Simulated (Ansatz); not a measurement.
# BAs: a single-point run

Aim: a sound single-point run of BAs. The structure is shown as the input types it. The cell is built on a prototype (h-MgO type) and needn't be the phase found in nature.

Method: density functional or hybrid calculation with the settings of its input, plane waves (as first typed), in Ansatz 0.2.0.

### Step 1. The system as given

The structure is hexagonal, space group P6_3/mmc (No. 194). The conventional cell has a = 3.366 Å, b = 3.366 Å, c = 8.745 Å, α = 90.00°, β = 90.00°, γ = 120.00°. Around B (site symmetry -6m2) lie 3 As at 1.94 Å. Around As (site symmetry -6m2) lie 3 B at 1.94 Å.

As a file:

```cif
data_structure
_symmetry_space_group_name_H-M 'P 1'
_symmetry_Int_Tables_number 1
_cell_length_a 3.3659
_cell_length_b 3.3659
_cell_length_c 8.7446
_cell_angle_alpha 90.000
_cell_angle_beta 90.000
_cell_angle_gamma 120.000
_cell_volume 85.79
loop_
_atom_site_label
_atom_site_type_symbol
_atom_site_fract_x
_atom_site_fract_y
_atom_site_fract_z
_atom_site_occupancy
B1 B 0.33333 0.66667 0.25000 1
B2 B 0.66667 0.33333 0.75000 1
As1 As 0.66667 0.33333 0.25000 1
As2 As 0.33333 0.66667 0.75000 1
```

### Step 2. The run

Input file input.yaml:

```yaml
crystal:
  lattice:
    - [3.3658576581, 0.0, 0.0]
    - [-1.682928829, 2.9149182375, 0.0]
    - [0.0, 0.0, 8.744594272]
  atoms:
    - { symbol: B, position: [0.3333333333, 0.6666666667, 0.25] }
    - { symbol: B, position: [0.6666666667, 0.3333333333, 0.75] }
    - { symbol: As, position: [0.6666666667, 0.3333333333, 0.25] }
    - { symbol: As, position: [0.3333333333, 0.6666666667, 0.75] }
kpoints:
  mp_grid: { grid: [6, 6, 2] }
hamiltonian:
  xc: pbesol
scf:
  occupations: { method: fixed }
  n_extra_bands: 5
  max_iter: 83
output:
  forces: true
  stress: true
  eigenvalues: true
basis:
  ecutwfc: 160
```

Command:

```bash
$ ansatz run input.yaml --threads 4 --pin off --max-ram 3686MiB --backend cpu --events-out ev --progress --plain --runs-dir out
```

What happens when this is run?

The run converged and reported no error, with warnings (cutoff below recommended). Its log warns: «basis.ecutwfc = 160 eV is below the records' recommended 420 eV ...»

In the input, basis.ecutwfc is 160. With so few plane waves the basis is incomplete by a wide margin. The potentials' recommended cutoff is 420 eV.

Run again and compare: delete basis.ecutwfc (the default then holds).
